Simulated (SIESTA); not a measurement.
Crystal: TiC.

```
Ti C
1.0
     0.00000    2.16572    2.16572
     2.16572    0.00000    2.16572
     2.16572    2.16572    0.00000
Ti C
1 1
Direct
  0.00000 0.00000 0.00000
  0.50000 0.50000 0.50000
```

The cell is a database's computed one.

Base run:

* Program: SIESTA 5.4.2
* Functional: PBEsol
* Potentials or basis: PseudoDojo 0.4 standard (PBEsol files)
* Basis: DZP (energy shift 0.003 Ry; two zetas on semicore shells)
* Grid cutoff: 800 Ry
* Energy shift: 0.003 Ry
* k mesh: 11 × 11 × 11
* Occupations: fermi-dirac, width 0.05 eV
* Spin: no spin polarisation

Its results: band gap on the k mesh none (metal or under the smearing width); pressure -5.4 GPa.

**Question.** The run is repeated on the same cell with these changes: functional from PBEsol to AM05. What comes out?

**Answer.** Band gap on the k mesh none (metal or under the smearing width); pressure -6.3 GPa.

Caveats: the basis of atomic orbitals isn't converged, which shifts pressures, moduli and gaps; the potentials were made for another functional, which shifts forces and pressure (some runs).

Not every run made on this cell is shown here.
